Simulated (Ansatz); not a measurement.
# Transmission past a defect: Rh wire along [110], 4 atoms a period, O placed on top of one Rh

Aim: how much does this defect scatter, and at which energies?

Method: DFT PBE, plane waves, PAW; relaxation of a wire's period, in the first sound run; inputs show where later runs differ, in Ansatz 0.2.0.

**1. Set-up**

The cell holds 4 atoms: 4 Rh. Cell: a = 8.715 Å, b = 10.862 Å, c = 2.708 Å, α = 90.0°, β = 90.0°, γ = 90.0°. Vacuum lies along a and b. The structure's axis is c.

**2. Relaxation of atoms and period**

Band widths follow the bond lengths, so the wire is relaxed first. The atoms and the third cell vector are free; the box across stays fixed as vacuum. Moments are seeded so that a magnetic state can form if it lies lower. A Fermi-Dirac smearing is set since the result may be a metal. The pressure printed is a third of the stress's trace over the whole box, vacuum included; only the stress along the axis is relaxed.

The input, input.yaml:

```yaml
crystal:
  lattice:
    - [8.715, 0.0, 0.0]
    - [0.0, 10.862, 0.0]
    - [0.0, 0.0, 2.7082189719]
  atoms:
    - { symbol: Rh, position: [0.390131956, 0.4376827, 0.0], spin: 0.8 }
    - { symbol: Rh, position: [0.609868044, 0.31301786, 0.5], spin: 0.8 }
    - { symbol: Rh, position: [0.609868044, 0.562347539, 0.5], spin: 0.8 }
    - { symbol: Rh, position: [0.390131956, 0.687012379, 0.0], spin: 0.8 }
magnetization:
  spin_polarized: true
kpoints:
  mp_grid: { grid: [1, 1, 30] }
scf:
  occupations: { method: fermi_dirac, width: 0.05 }
hamiltonian:
  xc: pbe
relax:
  cell: { fix: [a, b, alpha, beta, gamma] }
  max_steps: 60
```

Run with:

```bash
$ ansatz run input.yaml --threads 4 --pin off --max-ram 16384MiB --backend cpu --events-out ev --progress --plain --runs-dir out
```

Numbers of over 12 decimals in the logs are rounded to 6 here.

What it wrote:

```text
Engine: ansatz 0.2.0, aarch64-unknown-linux-gnu
Pseudopotentials: kind: paw
Pseudopotential: Rh, paw, valence charge 17, recommended cutoff 420 eV (normal), Rh.paw.azcp
Functional definition: PBE
  parameter kappa = 0.804
  parameter beta = 0.066725
  exchange = pbe_x(kappa = kappa, mu = beta*pi^2/3)
  correlation = pbe_c(beta = beta)
Crystal: 4 atoms, lattice volume = 256.366 Å³
Basis set: ecut = 420 eV, 5045 PW (Γ), exchange–correlation on 120×150×40 points (8 copies of the dense FFT grid, shifted against one another)
Bands: 43, of which v1, the nominal top of the filled ones, is band 34 counted from 1 (33 counted from 0)
Symmetry: 4 space group operations
Space group: P21/m (ITA 11), of the structure as read, at distance tolerance 6.4e-5 Å
Magnetic group: BNS 11.50 (UNI 57), of the structure as read, at distance tolerance 6.4e-5 Å
k-points: 16 of 30
Non-local potential: Rh, projectors of the file, l = 0: 3, l = 1: 2, l = 2: 2, l = 3: 1
PAW form: soft (Blöchl's): semilocal exchange-correlation on the pseudo side does not see the compensation charge
PAW one-centre angular grid: Rh, 590 points (default); XC on 64 Gauss nodes
Initial density: superposition of atomic densities (neutral atoms: chi_scale 0, normalization atom)
Starting moments: Σ|m| = 3.2 μB on 4 of 4 sites
Initial wavefunctions: pseudopotential atomic-orbital guess
Functional: x = pbe(κ = 0.804, μ = 0.219515), c = pbe(β = 0.066725)
SCF iter   1: F=—  HF=-25605.784823 eV  |F-HF|=—  |Δ(HF+E_count)|=         —  Δρ=1.96e-2 (↑1.78e-2 ↓1.96e-2)  dr2=5.68e0  dr2_m=1.03e-1  M=3.059 μB ∫|m|=3.072 μB  β_m=0.30  ethr=3.10e-3  ⟨swp⟩=6.8  Hψ=5577  notcnv=0  defer=4
Mixer restart at iter 1: flushing history
preconditioner: auto → LDOS  [metal: Δε(μ)=0.000 eV  Ē_g=4.712 eV  σ=0.050 eV  W_gap=0.00  n_scr=32 (ndim 8)  ℏωp=13.9 eV  f_vac=0.596  D(μ)=10.64/eV (n_scr^D=88)]
spin=Collinear: LDOS preconditioning applied to the charge; magnetization (m = ρ↑ − ρ↓) channel mixes plain (no charge-response kernel on spin).
SCF iter   2: F=—  HF=-25604.193197 eV  |F-HF|=—  |Δ(HF+E_count)|=    1.59e0  Δρ=1.06e-2 (↑9.64e-3 ↓1.06e-2)  dr2=9.38e-1  dr2_m=6.37e-2  M=3.107 μB ∫|m|=3.130 μB  β_m=0.39  ethr=3.10e-3  ⟨swp⟩=2.1  Hψ=2454  notcnv=0  defer=37
SCF iter   3: F=—  HF=-25604.003907 eV  |F-HF|=—  |Δ(HF+E_count)|=   1.89e-1  Δρ=5.20e-3 (↑5.20e-3 ↓4.91e-3)  dr2=1.10e-1  dr2_m=2.30e-2  M=3.146 μB ∫|m|=3.192 μB  β_m=0.58  ethr=1.38e-3  ⟨swp⟩=2.0  Hψ=2334  notcnv=0  defer=36
SCF iter   4: F=—  HF=-25604.086560 eV  |F-HF|=—  |Δ(HF+E_count)|=         —  Δρ=8.12e-3 (↑8.12e-3 ↓7.76e-3)  dr2=1.63e-2  dr2_m=1.37e-1  M=4.068 μB ∫|m|=4.151 μB  β_m=1.00  ethr=1.61e-4  ⟨swp⟩=2.7  Hψ=2428  notcnv=0  defer=37  κ⁻¹=6.4e-3(r=2)
SCF iter   5: F=—  HF=-25604.053976 eV  |F-HF|=—  |Δ(HF+E_count)|=   3.26e-2  Δρ=1.51e-3 (↑1.04e-3 ↓1.51e-3)  dr2=4.08e-3  dr2_m=3.15e-3  M=4.186 μB ∫|m|=4.309 μB  β_m=0.58  ethr=7.35e-5  ⟨swp⟩=2.0  Hψ=2204  notcnv=0  defer=37
SCF iter   6: F=—  HF=-25604.054369 eV  |F-HF|=—  |Δ(HF+E_count)|=   3.93e-4  Δρ=1.09e-3 (↑1.09e-3 ↓1.03e-3)  dr2=6.33e-4  dr2_m=2.45e-3  M=4.253 μB ∫|m|=4.385 μB  β_m=0.79  ethr=6.00e-6  ⟨swp⟩=2.0  Hψ=2140  notcnv=0  defer=37
SCF iter   7: F=—  HF=-25604.054801 eV  |F-HF|=—  |Δ(HF+E_count)|=   4.32e-4  Δρ=7.26e-4 (↑7.26e-4 ↓7.09e-4)  dr2=2.36e-4  dr2_m=1.12e-3  M=4.310 μB ∫|m|=4.448 μB  β_m=0.44  ethr=9.31e-7  ⟨swp⟩=2.2  Hψ=2157  notcnv=0  defer=37
SCF iter   8: F=—  HF=-25604.055004 eV  |F-HF|=—  |Δ(HF+E_count)|=   2.04e-4  Δρ=3.74e-4 (↑3.02e-4 ↓3.74e-4)  dr2=1.03e-4  dr2_m=2.44e-4  M=4.366 μB ∫|m|=4.511 μB  β_m=0.69  ethr=3.47e-7  ⟨swp⟩=2.4  Hψ=2727  notcnv=0  defer=37
SCF iter   9: F=—  HF=-25604.055043 eV  |F-HF|=—  |Δ(HF+E_count)|=   3.88e-5  Δρ=6.90e-5 (↑6.90e-5 ↓6.57e-5)  dr2=6.20e-6  dr2_m=8.57e-6  M=4.419 μB ∫|m|=4.569 μB  β_m=0.84  ethr=1.51e-7  ⟨swp⟩=2.7  Hψ=2976  notcnv=0  defer=37
SCF iter  10: F=—  HF=-25604.055011 eV  |F-HF|=—  |Δ(HF+E_count)|=   3.19e-5  Δρ=2.96e-5 (↑1.71e-5 ↓2.96e-5)  dr2=1.20e-6  dr2_m=1.03e-6  M=4.414 μB ∫|m|=4.563 μB  β_m=0.91  ethr=9.12e-9  ⟨swp⟩=2.3  Hψ=2530  notcnv=0  defer=37
SCF iter  11: F=—  HF=-25604.055012 eV  |F-HF|=—  |Δ(HF+E_count)|=   8.79e-7  Δρ=1.23e-5 (↑1.23e-5 ↓1.15e-5)  dr2=9.98e-8  dr2_m=2.72e-7  M=4.416 μB ∫|m|=4.565 μB  β_m=0.88  ethr=1.76e-9  ⟨swp⟩=2.1  Hψ=2222  notcnv=0  defer=37
SCF iter  12: F=—  HF=-25604.055012 eV  |F-HF|=—  |Δ(HF+E_count)|=   4.53e-8  Δρ=3.19e-6 (↑2.26e-6 ↓3.19e-6)  dr2=1.69e-8  dr2_m=1.21e-8  M=4.417 μB ∫|m|=4.567 μB  β_m=0.94  ethr=1.47e-10  ⟨swp⟩=2.0  Hψ=2481  notcnv=0  defer=37
SCF iter  13: F=-25604.055012 eV  HF=-25604.055012 eV  |F-HF|=1.40e-8  |Δ(HF+E_count)|=   8.11e-9  Δρ=1.50e-6 (↑1.16e-6 ↓1.50e-6)  dr2=1.82e-8  dr2_m=8.81e-10  M=4.417 μB ∫|m|=4.567 μB  ethr=2.48e-11  ⟨swp⟩=1.6  Hψ=4890  notcnv=0
SCF 1 converged in 13 iterations: F = -25604.055012 eV  dr2 = 1.82e-8
  greatest PAW one-centre occupation: 1.000 electrons in one spin orbital (limit 2), on the Rh atom at site 2 (counted from 0), in its partial waves of l = 0
relax step   1: F+E_penalty+E_count = -25604.05501211 eV  Δ(F+E_penalty+E_count) = +0.000e0 eV  max|allowed force component| = 1.433e0 eV/Å  Δτ_max = 0.0000 Å  P = -3.893 GPa  Ω = 256.366 Å³  fix = [a, b, alpha, beta, gamma]  reactions: a -2.372, b -4.047 GPa; gamma -1.048 GPa/rad  (13 SCF iters, dr2 threshold 1.00e-7 eV, accepted)
Crystal: 4 atoms, lattice volume = 248.145 Å³
Basis set: ecut = 420 eV, 4865 PW (Γ), exchange–correlation on 120×150×40 points (8 copies of the dense FFT grid, shifted against one another)
Initial density: handed on by an earlier stage of this run
Starting moments: Σ|m| = 3.2 μB on 4 of 4 sites; this step starts from the density that it was given
Initial wavefunctions: those handed on with the density
iter 1 solved again at ethr=4.65e-4 eV; its pass at ethr=3.10e-3 eV (dr2=3.16e-1 eV) is discarded
SCF iter   1: F=—  HF=-25604.607428 eV  |F-HF|=—  |Δ(HF+E_count)|=         —  Δρ=1.77e-2 (↑1.77e-2 ↓1.49e-2)  dr2=3.20e-1  dr2_m=4.16e-1  M=2.905 μB ∫|m|=3.035 μB  β_m=0.30  ethr=4.65e-4  ⟨swp⟩=1.5  Hψ=6956  notcnv=0
preconditioner: auto → LDOS  [metal: Δε(μ)=0.005 eV  Ē_g=5.072 eV  σ=0.050 eV  W_gap=0.02  n_scr=32 (ndim 8)  ℏωp=14.1 eV  f_vac=0.634  D(μ)=8.33/eV (n_scr^D=52)]
spin=Collinear: LDOS preconditioning applied to the charge; magnetization (m = ρ↑ − ρ↓) channel mixes plain (no charge-response kernel on spin).
SCF iter   2: F=—  HF=-25604.548230 eV  |F-HF|=—  |Δ(HF+E_count)|=   5.92e-2  Δρ=1.25e-2 (↑1.25e-2 ↓1.11e-2)  dr2=1.27e-1  dr2_m=2.33e-1  M=2.811 μB ∫|m|=2.940 μB  β_m=0.65  ethr=4.65e-4  ⟨swp⟩=2.0  Hψ=1588  notcnv=0
[...]
relax step  15: F+E_penalty+E_count = -25604.70773772 eV  Δ(F+E_penalty+E_count) = -2.986e-4 eV  max|allowed force component| = 3.882e-2 eV/Å  Δτ_max = 0.0280 Å  P = -0.148 GPa  Ω = 238.071 Å³  energy of the carried Pulay correction = +2.267e-3 eV  fix = [a, b, alpha, beta, gamma]  reactions: a -0.280, b -0.085 GPa; gamma -0.041 GPa/rad  (9 SCF iters, dr2 threshold 1.08e-7 eV, accepted)
relax step  16: F+E_penalty+E_count = -25604.70836336 eV  Δ(F+E_penalty+E_count) = -6.256e-4 eV  max|allowed force component| = 9.751e-3 eV/Å  Δτ_max = 0.0573 Å  P = -0.057 GPa  Ω = 238.045 Å³  energy of the carried Pulay correction = +2.270e-3 eV  fix = [a, b, alpha, beta, gamma]  reactions: a -0.204, b +0.024 GPa; gamma -0.022 GPa/rad  (10 SCF iters, dr2 threshold 9.42e-8 eV, accepted)
relax step  17: F+E_penalty+E_count = -25604.70484207 eV  Δ(F+E_penalty+E_count) = +3.521e-3 eV  max|allowed force component| = 1.760e-1 eV/Å  Δτ_max = 0.1914 Å  P = -0.466 GPa  Ω = 238.014 Å³  energy of the carried Pulay correction = +2.274e-3 eV  fix = [a, b, alpha, beta, gamma]  (14 SCF iters, rejected (line search))
relax step  18: F+E_penalty+E_count = -25604.70856266 eV  Δ(F+E_penalty+E_count) = -1.993e-4 eV  max|allowed force component| = 6.777e-3 eV/Å  Δτ_max = 0.0285 Å  P = -0.044 GPa  Ω = 238.056 Å³  energy of the carried Pulay correction = +2.269e-3 eV  fix = [a, b, alpha, beta, gamma]  reactions: a -0.191, b +0.040 GPa; gamma +0.000 GPa/rad  (13 SCF iters, accepted)
Basis set: ecut = 420 eV, 4653 PW (Γ), exchange–correlation on 120×150×36 points (8 copies of the dense FFT grid, shifted against one another)
Initial wavefunctions: pseudopotential atomic-orbital guess (no wavefunctions were taken with the density)
iter 1 solved again at ethr=2.24e-6 eV; its pass at ethr=3.10e-3 eV (dr2=1.53e-3 eV) is discarded
SCF iter   1: F=—  HF=-25604.705106 eV  |F-HF|=—  |Δ(HF+E_count)|=         —  Δρ=9.31e-5 (↑9.31e-5 ↓9.27e-5)  dr2=2.21e-5  dr2_m=1.12e-7  M=1.660 μB ∫|m|=1.716 μB  β_m=0.65  ethr=2.24e-6  ⟨swp⟩=3.0  Hψ=9239  notcnv=0
preconditioner: auto → LDOS  [metal: Δε(μ)=0.003 eV  Ē_g=5.084 eV  σ=0.050 eV  W_gap=0.02  n_scr=16 (ndim 8)  ℏωp=14.4 eV  f_vac=0.622  D(μ)=8.76/eV (n_scr^D=56)]
spin=Collinear: LDOS preconditioning applied to the charge; magnetization (m = ρ↑ − ρ↓) channel mixes plain (no charge-response kernel on spin).
SCF iter   2: F=—  HF=-25604.705007 eV  |F-HF|=—  |Δ(HF+E_count)|=   9.88e-5  Δρ=3.04e-5 (↑2.77e-5 ↓3.04e-5)  dr2=1.66e-6  dr2_m=2.74e-7  M=1.661 μB ∫|m|=1.717 μB  β_m=0.51  ethr=3.25e-8  ⟨swp⟩=2.8  Hψ=2730  notcnv=0
SCF iter   3: F=—  HF=-25604.705009 eV  |F-HF|=—  |Δ(HF+E_count)|=   1.67e-6  Δρ=1.58e-5 (↑1.53e-5 ↓1.58e-5)  dr2=3.65e-7  dr2_m=1.54e-7  M=1.662 μB ∫|m|=1.718 μB  β_m=0.67  ethr=2.44e-9  ⟨swp⟩=2.1  Hψ=1971  notcnv=0
SCF iter   4: F=—  HF=-25604.705009 eV  |F-HF|=—  |Δ(HF+E_count)|=   6.65e-7  Δρ=6.23e-6 (↑3.83e-6 ↓6.23e-6)  dr2=1.35e-7  dr2_m=3.53e-8  M=1.662 μB ∫|m|=1.718 μB  β_m=0.67  ethr=5.37e-10  ⟨swp⟩=2.4  Hψ=2347  notcnv=0
SCF iter   5: F=—  HF=-25604.705009 eV  |F-HF|=—  |Δ(HF+E_count)|=   9.96e-9  Δρ=2.72e-6 (↑2.17e-6 ↓2.72e-6)  dr2=2.18e-8  dr2_m=8.12e-9  M=1.662 μB ∫|m|=1.718 μB  β_m=0.69  ethr=1.99e-10  ⟨swp⟩=2.3  Hψ=2146  notcnv=0
SCF iter   6: F=—  HF=-25604.705009 eV  |F-HF|=—  |Δ(HF+E_count)|=   2.09e-9  Δρ=9.79e-7 (↑9.68e-7 ↓9.79e-7)  dr2=6.59e-10  dr2_m=1.59e-9  M=1.662 μB ∫|m|=1.718 μB  β_m=0.78  ethr=3.20e-11  ⟨swp⟩=2.1  Hψ=2032  notcnv=0
SCF iter   7: F=—  HF=-25604.705009 eV  |F-HF|=—  |Δ(HF+E_count)|=   2.06e-8  Δρ=3.16e-7 (↑2.71e-7 ↓3.16e-7)  dr2=3.71e-10  dr2_m=1.28e-10  M=1.662 μB ∫|m|=1.718 μB  β_m=0.84  ethr=1.00e-12  ⟨swp⟩=3.2  Hψ=3070  notcnv=0
SCF iter   8: F=—  HF=-25604.705009 eV  |F-HF|=—  |Δ(HF+E_count)|=  1.35e-10  Δρ=1.34e-7 (↑1.16e-7 ↓1.34e-7)  dr2=1.62e-10  dr2_m=1.43e-11  M=1.662 μB ∫|m|=1.718 μB  β_m=0.75  ethr=1.00e-12  ⟨swp⟩=2.1  Hψ=1989  notcnv=0
SCF iter   9: F=—  HF=-25604.705009 eV  |F-HF|=—  |Δ(HF+E_count)|=  2.55e-11  Δρ=5.08e-8 (↑4.44e-8 ↓5.08e-8)  dr2=6.69e-12  dr2_m=3.48e-12  M=1.662 μB ∫|m|=1.718 μB  β_m=0.82  ethr=1.00e-12  ⟨swp⟩=2.3  Hψ=1909  notcnv=0
SCF iter  10: F=-25604.705009 eV  HF=-25604.705009 eV  |F-HF|=0.00e0  |Δ(HF+E_count)|=  1.46e-11  Δρ=2.64e-8 (↑1.61e-8 ↓2.64e-8)  dr2=5.20e-12  dr2_m=3.14e-13  M=1.662 μB ∫|m|=1.718 μB  ethr=1.00e-12  ⟨swp⟩=3.0  Hψ=4495  notcnv=0
SCF 19 converged in 10 iterations: F = -25604.705009 eV  dr2 = 5.20e-12
relax step  19: F+E_penalty+E_count = -25604.70500922 eV  Δ(F+E_penalty+E_count) = +3.553e-3 eV  max|allowed force component| = 6.970e-3 eV/Å  Δτ_max = 0.0000 Å  P = -0.034 GPa  Ω = 238.056 Å³  fix = [a, b, alpha, beta, gamma]  reactions: a -0.188, b +0.044 GPa; gamma +0.002 GPa/rad  stress off target by 4.02e-2 GPa on what of the cell is left free  SCF on the basis re-selected at this cell (its energy is not comparable with the rows above)  (10 SCF iters)
basis re-selected at this cell: Δ(F+E_penalty+E_count) = +3.553e-3 eV, ΔP = +0.009 GPa vs the last step (what re-selecting the basis moved, of the pressure what is left beyond the Pulay correction that the steps carried, after the strain that the cell walked since its last selection, with what the two solves' SCF thresholds leave and, on support functions, any second-order correction that the steps lacked; it is no measure of the basis error at this ecutwfc). The dense FFT grid was sized anew with the basis: this SCF ran on 60×75×18 points, the steps before it on 60×75×20, so part of this shift can come from that change (see relax.cell in the input reference). [rest of the remark cut]
SCF converged after 10 iterations
Magnetization: 1.6622 μB (34.8311 up, 33.1689 down)
Absolute magnetization: 1.7172 μB (∫|ρ↑−ρ↓|, with the PAW one-centre terms)
Spin contamination: 0.0223 ħ² per cell (⟨S²⟩ above its minimum at these occupations)
Per-site moments (μB) at R_I (Å): [(0.372092, 1.025473), (0.381281, 1.025473), (0.372092, 1.025473), (0.381281, 1.025473)]
Free energy (F): -25604.705009 eV
Harris-Foulkes:  -25604.705009 eV  (|F-HF|=0.00e0)
Internal energy: -25604.632859 eV  (E = F + TS)
E sigma→0 (E₀):  -25604.668934 eV
Entropy (-TS):   -0.072150 eV (-18.037 meV/atom)
Fermi energy:    1.617648 eV
--- Per-component energies (eV) ---
  E_band       = -1703.588215
  E_kinetic    = 2290.491779
  E_local      = -29497.352956  (includes V_loc(G=0)·N_el)
  E_nonlocal   = 1432.749541
  E_hartree    = 13133.189353
  E_xc         = -879.268339
  E_vxc        = -1102.461674  (∫ρ·V_xc dr)
  E_paw        = -14353.422318  (= ΣΔE_a)
  E_vpaw       = -1093.397071  (= ΣTr[D̂ρ^β])
  E_aug_tail   = 0.003529  (compensation charges beyond the density's cutoff)
  E_ewald      = 2268.976551
  E_smearing   = -0.072150  (= −TS)
  E_closure    = -0.000000  (closes the sum)
  Σ components = -25604.705009   (vs F -25604.705009, Δ=0.00e0)
--- Forces (eV/Å), atoms counted from 1 ---
  atom   1  Rh    -0.00366599    -0.00579809     0.00000000
  atom   2  Rh     0.00697044    -0.00426624     0.00000000
  atom   3  Rh     0.00366599     0.00579809    -0.00000000
  atom   4  Rh    -0.00697044     0.00426624    -0.00000000
  max |Σ_I F_I| component: 8.67e-19 eV/Å
--- Stress (GPa, compression-positive) ---
       -0.187678      -0.002480       0.000000
       -0.002480       0.044103       0.000000
        0.000000       0.000000       0.040181
  P = ⅓ Tr σ = -0.0345 GPa (-0.345 kbar)
--- Relaxed structure (18 steps of the walk, 15 accepted, 1 SCFs on fresh bases) ---
  F+E_penalty+E_count = -25604.70500922 eV   max|allowed force component| = 6.970e-3 eV/Å   (the final SCF, on the basis selected at the relaxed cell)
  cell:  # Å, volume = 238.0564 Å³
    - [8.715, 0, 0]
    - [0, 10.862, 0]
    - [0, 0, 2.514795]
  atoms:
    - { symbol: Rh, position: [0.407171, 0.421839, -7.054960055469415e-18] }
    - { symbol: Rh, position: [0.661324, 0.356016, 0.500000] }
    - { symbol: Rh, position: [0.592829, 0.578191, 0.500000] }
    - { symbol: Rh, position: [0.338676, 0.644014, -1.9146478413241202e-17] }
```

The job ended after 1.8 min (4 threads of Arm Neoverse V2, shared host; peak memory 0.73 GiB; 6.8 min of CPU time).

The steps of the relaxation:

```csv
step,energy less that of the first step (eV),largest force component (eV/Å),pressure (GPa),volume (Å³)
1,0.0000,1.4331,-3.89,256.37
2,-0.4849,0.9890,0.86,248.15
3,-0.6129,0.2017,-0.55,242.94
4,-0.6417,0.1187,0.03,238.70
5,-0.6467,0.0412,0.09,237.79
6,-0.6401,0.2025,-0.61,239.18
7,-0.6476,0.0135,-0.06,238.08
8,-0.6486,0.0051,-0.05,238.10
9,-0.6493,0.0948,-0.28,238.04
10,-0.6502,0.0169,-0.07,238.00
11,-0.6509,0.0096,-0.03,238.02
12,-0.6503,0.1214,-0.39,238.07
13,-0.6517,0.0160,-0.03,238.05
14,-0.6524,0.0416,-0.16,238.07
15,-0.6527,0.0388,-0.15,238.07
16,-0.6534,0.0098,-0.06,238.04
17,-0.6498,0.1760,-0.47,238.01
18,-0.6536,0.0068,-0.04,238.06
19*,-0.6500,0.0070,-0.03,238.06
```

Relaxation steps marked * repeat the geometry before them on a plane-wave basis chosen anew for their cell, so energy and pressure can jump there. Relaxation steps 6, 12, 17 were tried and not accepted.

The run keeps the 4 symmetry operations that it works with, so distortions that break them were not tested.

```csv
cell as run,before,after,change
c (Å),2.708,2.515,-7.1 %
```

The atoms that moved most (Å, along periodic axes as changes of fractional coordinates times the final cell, across vacuum about the mean position):

```csv
atom,dx,dy,dz,length
Rh4,-0.448,-0.467,0.000,0.647
Rh2,0.448,0.467,0.000,0.647
Rh3,-0.148,0.172,0.000,0.227
Rh1,0.148,-0.172,0.000,0.227
```

The relaxed structure:

```cif
data_structure
_symmetry_space_group_name_H-M 'P 1'
_symmetry_Int_Tables_number 1
_cell_length_a 8.7150
_cell_length_b 10.8620
_cell_length_c 2.5148
_cell_angle_alpha 90.000
_cell_angle_beta 90.000
_cell_angle_gamma 90.000
_cell_volume 238.06
loop_
_atom_site_label
_atom_site_type_symbol
_atom_site_fract_x
_atom_site_fract_y
_atom_site_fract_z
_atom_site_occupancy
Rh1 Rh 0.40717 0.42184 0.00000 1
Rh2 Rh 0.66132 0.35602 0.50000 1
Rh3 Rh 0.59283 0.57819 0.50000 1
Rh4 Rh 0.33868 0.64401 0.00000 1
```

Numbers from this step:

* energy at zero smearing: -25604.6689 eV
* total moment: 1.662 μB
* absolute moment: 1.717 μB
* cell length along the wire: 2.515 Å

Site moment by atom:

```csv
atom,site moment (μB)
Rh1,0.372
Rh2,0.381
Rh3,0.372
Rh4,0.381
```

The cell's length comes to 2.515 Å with an absolute moment of 1.72 μB a cell.

(Part 1 of 4 ends here.)

[Logs are printed without paths, hosts, clocks, repeated set-up lines and the standing remarks that a program may print on its own settings, such as how far it seeks lower states.]

[Hosts, paths, dates, database ids (printed as entryN), source tags and the programs' standing remarks are cut or masked in the printed files.]
